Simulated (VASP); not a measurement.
# CaS (Fm-3m) in VASP: a series of runs

The runs below take CaS through relaxation of cell and atoms, electrostatic potential, with PBE+D4, HSE06.

All numbers are computed with VASP 6.6.1; they aren't measurements. Logs are shortened: lines on timing, memory, paths and dates and some standing lists are left out, and cuts for length are marked.

## 1. The structure

Symmetry: Fm-3m, No. 225, cubic system. Conventional cell: a = 5.650 Å, b = 5.650 Å, c = 5.650 Å, α = 90.00°, β = 90.00°, γ = 90.00°. Ca (site symmetry m-3m) is surrounded by 6 S at 2.83 Å. S (site symmetry m-3m) has 6 Ca at 2.83 Å as nearest neighbours.

The cell was built by a generator and needn't be a form met in nature.

## 2. Relaxation of cell and atoms, PBE+D4

INCAR reads:

```
SYSTEM = CaS
  PREC = Accurate
  ENCUT = 550
  EDIFF = 1E-6
  ISMEAR = 0
  SIGMA = 0.02
  LREAL = .False.
  LASPH = .True.
  NELM = 120
  ALGO = Normal
  ISIF = 3
  LWAVE = .False.
  LCHARG = .False.
  GGA = PE
  IVDW = 13
  IBRION = 2
  NSW = 40
  EDIFFG = -0.005
  KPAR = 4
```

KPOINTS reads:

```
regular mesh
0
Gamma
  8 8 8
  0 0 0
```

POSCAR reads:

```
CaS
1.0
    0.0000000000      2.8250000000      2.8250000000
    2.8250000000      0.0000000000      2.8250000000
    2.8250000000      2.8250000000      0.0000000000
Ca S
1 1
Direct
    0.0000000000      0.0000000000      0.0000000000
    0.5000000000      0.5000000000      0.5000000000
```

Potentials or basis: VASP PAW PBE potentials, release 64 (Ca_sv, S).

The run is started by

```
cat potpaw_PBE.64/Ca_sv/POTCAR potpaw_PBE.64/S/POTCAR > POTCAR
mpirun -np 4 vasp_std > vasp.out
```

OUTCAR:

```text
SYSTEM = CaS
   PREC = Accurate
   ENCUT = 550
   EDIFF = 1E-6
   ISMEAR = 0
   LREAL = .False.
   LASPH = .True.
   NELM = 120
   ISIF = 3
   GGA = PE
   IVDW = 13
   IBRION = 2
   NSW = 40
   EDIFFG = -0.005

 ion  position               nearest neighbor table
   1  0.000  0.000  0.000-   2 2.83   2 2.83   2 2.83   2 2.83   2 2.83   2 2.83
   2  0.500  0.500  0.500-   1 2.83   1 2.83   1 2.83   1 2.83   1 2.83   1 2.83

  LATTYP: Found a face centered cubic cell.
 ALAT       =     5.6500000000

  Lattice vectors:

 A1 = (   0.0000000000,   2.8250000000,   2.8250000000)
 A2 = (   2.8250000000,   0.0000000000,   2.8250000000)
 A3 = (   2.8250000000,   2.8250000000,   0.0000000000)

Analysis of symmetry for initial positions (statically):
=====================================================================
 Subroutine PRICEL returns:
 Original cell was already a primitive cell.

 Routine SETGRP: Setting up the symmetry group for a
 face centered cubic supercell.

 Subroutine GETGRP returns: Found 48 space group operations
 (whereof 48 operations were pure point group operations)
 out of a pool of 48 trial point group operations.

The static configuration has the point symmetry O_h .

Analysis of symmetry for dynamics (positions and initial velocities):
=====================================================================
 Subroutine PRICEL returns:
 Original cell was already a primitive cell.

 Routine SETGRP: Setting up the symmetry group for a
 face centered cubic supercell.

 Subroutine GETGRP returns: Found 48 space group operations
 (whereof 48 operations were pure point group operations)
 out of a pool of 48 trial point group operations.

The dynamic configuration has the point symmetry O_h .

 Subroutine INISYM returns: Found 48 space group operations
 (whereof 48 operations are pure point group operations),
 and found     1 'primitive' translations

----------------------------------------------------------------------------------------

                                     Primitive cell

  volume of cell :      45.0905

  direct lattice vectors                    reciprocal lattice vectors
     0.000000000  2.825000000  2.825000000    -0.176991150  0.176991150  0.176991150
     2.825000000  0.000000000  2.825000000     0.176991150 -0.176991150  0.176991150
     2.825000000  2.825000000  0.000000000     0.176991150  0.176991150 -0.176991150

  length of vectors
     3.995153314  3.995153314  3.995153314     0.306557665  0.306557665  0.306557665

  position of ions in fractional coordinates (direct lattice)
     0.000000000  0.000000000  0.000000000
     0.500000000  0.500000000  0.500000000

  ion indices of the primitive-cell ions
   primitive index   ion index
[... 73 lines left out ...]
   NELM   =    120;   NELMIN=  2; NELMDL= -5     # of ELM steps
   EDIFF  = 0.1E-05   stopping-criterion for ELM
   LREAL  =      F    real-space projection
   EDIFFG = -.5E-02   stopping-criterion for IOM
   NSW    =     40    number of steps for IOM
   IBRION =      2    ionic relax: 0-MD 1-quasi-New 2-CG
   NFREE  =      1    steps in history (QN), initial steepest desc. (CG)
   ISIF   =      3    stress and relaxation
   ISYM   =      2    0-nonsym 1-usesym 2-fastsym
   POTIM  = 0.5000    time-step for ionic-motion
   TEBEG  =    0.0;   TEEND  =   0.0 temperature during run
   PSTRESS=    0.0 pullay stress
   NELECT =      16.0000    total number of electrons
   NUPDOWN=      -1.0000    fix difference up-down
   EMIN   =  10.00;   EMAX   =-10.00  energy-range for DOS
   EFERMI =   0.00;   METHOD = LEGACY
   ISMEAR =     0;   SIGMA  =   0.02  broadening in eV -4-tet -1-fermi 0-gaus
   EFERMI_NEDOS =   21; number of points for ismear=-14 and -15
   IALGO  =     38    algorithm
   IMIX   =      4    mixing-type and parameters
     AMIX     =   0.40;   BMIX     =  1.00
     AMIX_MAG =   1.60;   BMIX_MAG =  1.00
  volume/ion in A,a.u.               =      22.55       152.14
  Fermi-wavevector in a.u.,A,eV,Ry     =   1.159008  2.190207 18.276695  1.343299
  Thomas-Fermi vector in A             =   2.295605
   LORBIT       =      0    0 simple, 1 ext, 2 COOP (PROOUT), +10 PAW based schemes
   GGA     = PE    functional components
   LHFCALC =     F    Hartree Fock is set to
   AEXX    =    0.0000 exact exchange contribution
   IVDW    =    13    specifies the selected vdW correction
   LEPSILON=     F    determine dielectric tensor
   LRPA    =     F    only Hartree local field effects (RPA)
 conjugate gradient relaxation of ions
 non-spin polarized calculation
 Gauss-broadening in eV      SIGMA  =   0.02
  energy-cutoff  :      550.00
  volume of cell :       45.09
 maximum number of plane-waves:      1363
   NGX = 15   NGY = 15   NGZ = 15

--------------------------------------- Ionic step        1  -------------------------------------------

 number of electron      15.9999999 magnetization

 Free energy of the ion-electron system (eV)
  ---------------------------------------------------
  ext. energy  EPLUGINS =         0.00000000
  ---------------------------------------------------
  free energy    TOTEN  =       -10.35434068 eV

  energy without entropy =      -10.35434068  energy(sigma->0) =      -10.35434068

------------------------ aborting loop because EDIFF is reached ----------------------------------------

  DFT-D4 for vdW energy calculation

  Edisp (eV):   -0.45692
[... 71 lines left out ...]
--------------------------------------- Ionic step        3  -------------------------------------------

 number of electron      15.9999999 magnetization

 Free energy of the ion-electron system (eV)
  ---------------------------------------------------
  ext. energy  EPLUGINS =         0.00000000
  ---------------------------------------------------
  free energy    TOTEN  =       -10.35804347 eV

  energy without entropy =      -10.35804347  energy(sigma->0) =      -10.35804347

 E-fermi :   2.9437     XC(G=0):  -9.3892

 val. band max:        2.8505219319   @ k =   0.0000   0.0000   0.0000
 cond. band min:       5.1682271597   @ k =   0.5000   0.5000   0.0000
 fundamental gap:      2.3177052278
 Fermi energy:         2.9437472679

 k-point     1 :       0.0000    0.0000    0.0000
  band No.  band energies     occupation
      1     -36.2882      2.00000
      2     -17.2706      2.00000
      3     -17.2706      2.00000
      4     -17.2706      2.00000
      5      -8.5321      2.00000
      6       2.8505      2.00000
      7       2.8505      2.00000
      8       2.8505      2.00000
      9       7.0120      0.00000
     10       7.0120      0.00000
     11       7.0120      0.00000
     12       7.1062      0.00000
[... 331 lines left out ...]
 k-point    24 :      -0.3750    0.2500    0.1250
  band No.  band energies     occupation
      1     -36.2738      2.00000
      2     -17.4175      2.00000
      3     -17.3238      2.00000
      4     -17.2986      2.00000
      5      -7.7244      2.00000
      6       0.1719      2.00000
      7       1.3218      2.00000
      8       1.6528      2.00000
      9       7.8581      0.00000
     10       8.1850      0.00000
     11       9.3512      0.00000
     12       9.6856      0.00000

 [... further k-points ...]

------------------------ aborting loop because EDIFF is reached ----------------------------------------

  DFT-D4 for vdW energy calculation

  Edisp (eV):   -0.45359
[... 25 lines left out ...]
  FREE ENERGIE OF THE ION-ELECTRON SYSTEM (eV)
  ---------------------------------------------------
  free  energy   TOTEN  =       -10.8116372395 eV

  energy  without entropy=      -10.8116372395  energy(sigma->0) =      -10.81163724

 reached required accuracy - stopping structural energy minimisation
```

OSZICAR:

```text
N       E                     dE             d eps       ncg     rms          rms(c)
DAV:   1     0.116710951959E+03    0.11671E+03   -0.81813E+03   696   0.131E+03
[... 21 lines left out ...]
       N       E                     dE             d eps       ncg     rms          rms(c)
DAV:   1    -0.103582664902E+02    0.55416E-03   -0.65294E-03   752   0.880E-01    0.102E-01
DAV:   2    -0.103580882890E+02    0.17820E-03   -0.45105E-04   844   0.215E-01    0.458E-02
DAV:   3    -0.103580343379E+02    0.53951E-04   -0.23267E-04  1188   0.140E-01    0.206E-02
DAV:   4    -0.103580380924E+02   -0.37545E-05   -0.57235E-06   872   0.279E-02    0.120E-02
DAV:   5    -0.103580438531E+02   -0.57607E-05   -0.73360E-06  1092   0.941E-03    0.203E-03
DAV:   6    -0.103580434661E+02    0.38696E-06   -0.85346E-08   504   0.253E-03
   3 F= -.10811637E+02 E0= -.10811637E+02  d E =-.378067E-03
```

CONTCAR:

```text
CaS
   1.00000000000000
     0.0000000000000000    2.8313259857431050    2.8313259857431050
     2.8313259857431050    0.0000000000000000    2.8313259857431050
     2.8313259857431050    2.8313259857431050    0.0000000000000000
  Ca              S
     1     1
Direct
     0.0000000000000000    0.0000000000000000    0.0000000000000000
     0.5000000000000000    0.5000000000000000    0.5000000000000000

  0.00000000E+00  0.00000000E+00  0.00000000E+00
  0.00000000E+00  0.00000000E+00  0.00000000E+00
```

Wall time 18 s (4 MPI ranks of Intel Xeon Platinum 8559C (Emerald Rapids), shared host); peak memory 0.19 GiB.

What came out:

| Property | Result |
| --- | --- |
| Free energy | -10.8116 eV |
| Relaxed volume | 22.70 Å³/atom |
| Relaxed cell | a = 4.004 Å, b = 4.004 Å, c = 4.004 Å, α = 60.00°, β = 60.00°, γ = 60.00° |
| Space group after relaxing (to 0.05 Å) | Fm-3m (No. 225) |
| Energy gained by relaxing | 0.2 meV/atom |
| Ionic steps | 3 |
| Pressure after relaxing | 0.0 GPa |
| Band gap on the k mesh | 2.32 eV, indirect (least direct gap 3.14 eV) |
| Dispersion energy per atom | -0.227 eV |

The path:
| step | energy change (eV) | largest force (eV/Å) | pressure (GPa) | volume (Å³) |
| --- | --- | --- | --- | --- |
| 1 | 0.0000 | 0.0000 | 0.41 | 45.09 |
| 2 | -0.0004 | 0.0000 | -0.09 | 45.47 |
| 3 | -0.0004 | 0.0000 | 0.00 | 45.39 |

Final structure:
```
Ca S
1.0
     0.00000    2.83133    2.83133
     2.83133    0.00000    2.83133
     2.83133    2.83133    0.00000
Ca S
1 1
Direct
  0.00000 0.00000 0.00000
  0.50000 0.50000 0.50000
```

Levels at points of the mesh, in eV from the valence-band top:
```tsv
k point	band 4	band 5	band 6	band 7	band 8	band 9	band 10	band 11	band 12
(0.00, 0.00, 0.00)	-20.12	-11.38	0.00	0.00	0.00	4.16	4.16	4.16	4.26
(0.50, 0.00, 0.00)	-20.14	-10.53	-3.15	-1.19	-1.19	5.25	6.12	6.25	6.25
(0.50, 0.50, 0.00)	-20.17	-10.74	-2.31	-0.82	-0.82	2.32	5.64	6.11	6.86
```

## 3. Electrostatic potential, PBE+D4

This run uses another cell than the first one, of 22.70 Å³/atom, 1.007 times its volume.

INCAR reads:

```
SYSTEM = CaS
ALGO = Normal ; EDIFF = 1E-6
ENCUT = 550 ; GGA = PE
ISIF = 2 ; ISMEAR = 0
IVDW = 13 ; KPAR = 4
LASPH = .TRUE. ; LCHARG = .TRUE.
LREAL = .FALSE. ; LVHAR = .TRUE.
LWAVE = .FALSE. ; NELM = 80
PREC = Accurate ; SIGMA = 0.02
```

KPOINTS reads:

```
k-points
0
G
  8 8 8
  0 0 0
```

POSCAR reads:

```
CaS                                     
1.0
    0.0000000000      2.8313259857      2.8313259857
    2.8313259857      0.0000000000      2.8313259857
    2.8313259857      2.8313259857      0.0000000000
  Ca              S             
     1     1
Direct
     0.0000000000000000    0.0000000000000000    0.0000000000000000
     0.5000000000000000    0.5000000000000000    0.5000000000000000
```

Potentials or basis: VASP PAW PBE potentials, release 64 (Ca_sv, S).

The run is started by

```
cat potpaw_PBE.64/Ca_sv/POTCAR potpaw_PBE.64/S/POTCAR > POTCAR
mpirun -np 4 vasp_std > vasp.out
```

Run time: 7.9 s. Hardware: 4 MPI ranks of Intel Xeon Platinum 8559C (Emerald Rapids), shared host; peak memory 0.17 GiB.

It converged, with:

- Free energy: -10.8117 eV
- Pressure: 0.0 GPa
- Band gap on the k mesh: 2.32 eV, indirect (least direct gap 3.14 eV)
- Dispersion energy per atom: -0.227 eV

Levels at points of the mesh, in eV from the valence-band top:
```
           k point  band 4  band 5  band 6  band 7  band 8  band 9  band 10  band 11  band 12
(0.00, 0.00, 0.00)  -20.12  -11.38    0.00    0.00    0.00    4.16     4.16     4.16     4.26
(0.50, 0.00, 0.00)  -20.13  -10.53   -3.15   -1.19   -1.19    5.25     6.12     6.25     6.25
(0.50, 0.50, 0.00)  -20.17  -10.74   -2.31   -0.82   -0.82    2.32     5.64     6.11     6.86
```

## 4. Electrostatic potential, HSE06

This run uses another cell than the first one, of 22.70 Å³/atom, 1.007 times its volume.

POSCAR is that of step 3.

INCAR.step1 reads:

```
SYSTEM = CaS
ALGO = Normal ; EDIFF = 1E-5
ENCUT = 520 ; GGA = PE
ISIF = 2 ; ISMEAR = 0
KPAR = 4 ; LASPH = .TRUE.
LREAL = .FALSE. ; LWAVE = .TRUE.
NELM = 80 ; PREC = Accurate
SIGMA = 0.02
```

INCAR.step2 reads:

```
SYSTEM = CaS
ALGO = Normal ; EDIFF = 1E-6
ENCUT = 520 ; GGA = PE
HFSCREEN = 0.2 ; ISIF = 2
ISMEAR = 0 ; ISTART = 1
KPAR = 4 ; LASPH = .TRUE.
LCHARG = .TRUE. ; LHFCALC = .TRUE.
LREAL = .FALSE. ; LVHAR = .TRUE.
LWAVE = .FALSE. ; NELM = 80
PREC = Accurate ; PRECFOCK = Fast
SIGMA = 0.02
```

KPOINTS reads:

```
k-points
0
G
  6 6 6
  0 0 0
```

The run is started by

```
cat potpaw_PBE.64/Ca_sv/POTCAR potpaw_PBE.64/S/POTCAR > POTCAR
cp INCAR.step1 INCAR
mpirun -np 4 vasp_std > vasp.out
cp INCAR.step2 INCAR
mpirun -np 4 vasp_std > vasp.out
```

Run time: 3.9 min. Hardware: 4 MPI ranks of Intel Xeon Platinum 8559C (Emerald Rapids), shared host; peak memory 0.26 GiB.

Results (log left out):

```
Free energy            : -11.6756 eV
Pressure               : 1.4 GPa
Band gap on the k mesh : 3.38 eV, indirect (least direct gap 4.30 eV)
```

Levels at points of the mesh, in eV from the valence-band top:
| k point | band 5 | band 6 | band 7 | band 8 | band 9 | band 10 | band 11 | band 12 |
| --- | --- | --- | --- | --- | --- | --- | --- | --- |
| (0.00, 0.00, 0.00) | -12.58 | 0.00 | 0.00 | 0.00 | 5.31 | 5.50 | 5.50 | 5.50 |
| (0.50, 0.00, 0.00) | -11.62 | -3.46 | -1.26 | -1.26 | 6.24 | 7.75 | 7.99 | 7.99 |
| (0.50, 0.50, 0.00) | -11.85 | -2.59 | -0.92 | -0.92 | 3.38 | 7.20 | 7.23 | 8.63 |

Caveat: the PAW data sets were made with another functional, which shifts forces and pressure a little. A k mesh can miss the band edges.

## 5. The runs side by side

```tsv
task	level	cell	k mesh	cutoff (eV)	grid for exact exchange (PRECFOCK)	screening parameter	gap on the mesh (eV)	pressure (GPa)
relaxation of cell and atoms	PBE+D4	relaxed	8 × 8 × 8	550	-	-	2.32	0.0
electrostatic potential	PBE+D4	Fm-3m, 22.7 Å³/atom	8 × 8 × 8	550	-	-	2.32	0.0
electrostatic potential	HSE06	Fm-3m, 22.7 Å³/atom	6 × 6 × 6	520	Fast	0.2 1/A	3.38	1.4
```

Alike in all rows: potentials or basis VASP PAW PBE potentials, release 64 (Ca_sv, S); no spin polarisation; smearing gaussian 0.02 eV.

Caveats: the PAW data sets were made with another functional, which shifts forces and pressure a little (some runs).

Absolute energies hang on the potentials; compare differences alone.
